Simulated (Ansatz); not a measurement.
`FC(F)(F)C(F)(F)F` + H₂ → `FC(F)F` + `FC(F)F`  (hydrogenolysis of a C–C bond)

Computed with Ansatz on PBE0-D4/def2-TZVP structures; ΔE is electronic, products minus reactants. CCSD(T)/CBS adds triple-zeta CCSD(T) − MP2 to the extrapolated MP2 energy (def2 sets, frozen cores). This one scheme is used for every species. DFT in def2-TZVPP.

```json
{"level": "ωB97M-V", "ΔE (kJ/mol)": "-68.3"}
{"level": "SCS-MP2/def2-QZVPP", "ΔE (kJ/mol)": "-80.8"}
```

Q: What does CCSD(T)/CBS give? (An estimate is asked.)

A: Ansatz gave: -74.4 kJ/mol. The listed levels differ from it by 6.1, -6.4 kJ/mol.

Largest T1 diagnostic among the species: 0.012.

From r2SCAN to r2SCAN0 (25 % exact exchange), in def2-TZVPP and without D4, ΔE moves by −6.3 kJ/mol. At CCSD(T), def2-SVP lies +9.4 kJ/mol from the extrapolated value and def2-TZVPP −1.4 kJ/mol. The D4 term adds +9.5 kJ/mol with B3LYP and +5.1 kJ/mol with PBE0; it sums over pairs of atoms, weighted by their polarisabilities, and B3LYP, whose exchange is more repulsive, gets the larger term.

B3LYP here is the variant with VWN-RPA as its local correlation; programs differ in this.

CCSD(T)/CBS has its own doubt, a few kJ/mol and more with outer-core shells, so smaller differences from it don't rank the levels.
